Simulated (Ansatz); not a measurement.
Runs of Ansatz 0.2.0 on Te2Pt (Moncheite). Symmetry: P-3m1, No. 164, trigonal system. Conventional cell: a = 4.010 Å, b = 4.010 Å, c = 5.201 Å, α = 90.00°, β = 90.00°, γ = 120.00°. Pt (site symmetry -3m) is surrounded by 6 Te at 2.66 Å. Te (site symmetry 3m) is surrounded by 3 Pt at 2.66 Å. 

```csv
task,level,spin,cell,k mesh,points for each segment of the path,gap on the mesh (eV),pressure (GPa),relaxed volume (Å³/atom),largest force (eV/Å)
relaxation of cell and atoms,PBE,off,relaxed,8 × 8 × 5,-,none,0.0,(a),-
band structure,PBEsol,off,as given,8 × 8 × 5,14,none,4.1,-,0.74
band structure,LDA,off,as given,8 × 8 × 5,14,none,1.9,-,0.59
relaxation of cell and atoms,PBEsol,off,relaxed,8 × 8 × 5,-,-,0.0,24.30,-
band structure,LDA,"SOC, no magnetisation",as given,6 × 6 × 4,14,none,2.0,-,(b)
```

Alike in all rows: potentials or basis Ansatz PAW; cutoff (eV) 420; smearing fermi-dirac 0.05 eV.

Q: Estimate the missing entries.

A: (a) 26.04; (b) 0.65.

Caveats: the PAW data sets come from PBE, with cores solved anew for the run's functional, which leaves a small shift of forces and pressure (some runs); the plane-wave basis is chosen anew once the cell has moved, so the energies of steps on either side of that aren't comparable (some runs); spin-orbit coupling is left out, which moves the levels of the heavy elements (some runs).

A k mesh can miss the band edges, and rows without SOC leave out spin-orbit coupling on Pt, Te.

A gap of «none» marks a metal or a gap under the smearing width.
